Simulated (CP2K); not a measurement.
## Rh: single point with PBEsol

Crystal: Rh.

```
Rh
1.0
     2.68397    0.00000    0.00000
     1.34198    2.32438    0.00000
     1.34198    0.77479    2.19145
Rh
1
Direct
  0.00000 0.00000 0.00000
```

```json
{
  "Program": "CP2K 2026.2",
  "Task": "single point",
  "Functional": "PBEsol",
  "Potentials or basis": "POTENTIAL_UZH Rh GTH-PBE-q17; TZVP-MOLOPT-PBE-GTH basis",
  "Density cutoff": "6123 eV",
  "k mesh": "12 × 12 × 12",
  "Occupations": "fermi-dirac, width 0.05 eV",
  "Spin": "no spin polarisation"
}
```

| Item | Value |
| --- | --- |
| Pressure | -1.2 GPa |
| Band gap on the k mesh | none (metal or under the smearing width) |

Levels at points of the mesh, in eV from the Fermi level:
| k point | band 5 | band 6 | band 7 | band 8 | band 9 | band 10 | band 11 | band 12 |
| --- | --- | --- | --- | --- | --- | --- | --- | --- |
| (0.00, 0.00, 0.00) | -8.19 | -3.20 | -3.20 | -3.20 | -1.02 | -1.02 | 16.31 | 22.06 |
| (0.00, 0.00, 0.50) | -6.33 | -3.27 | -3.27 | 0.50 | 0.59 | 0.59 | 8.66 | 16.12 |
| (0.00, 0.50, 0.50) | -6.52 | -6.15 | 0.56 | 1.01 | 1.01 | 3.03 | 12.33 | 13.12 |

It took 2.6 min on 1 thread of Arm Neoverse V2 (shared host), peak memory 0.3 GiB.

Caveat: the potentials were made for another functional, which shifts forces and pressure; the basis of atomic orbitals isn't converged, which shifts pressures, moduli and gaps.
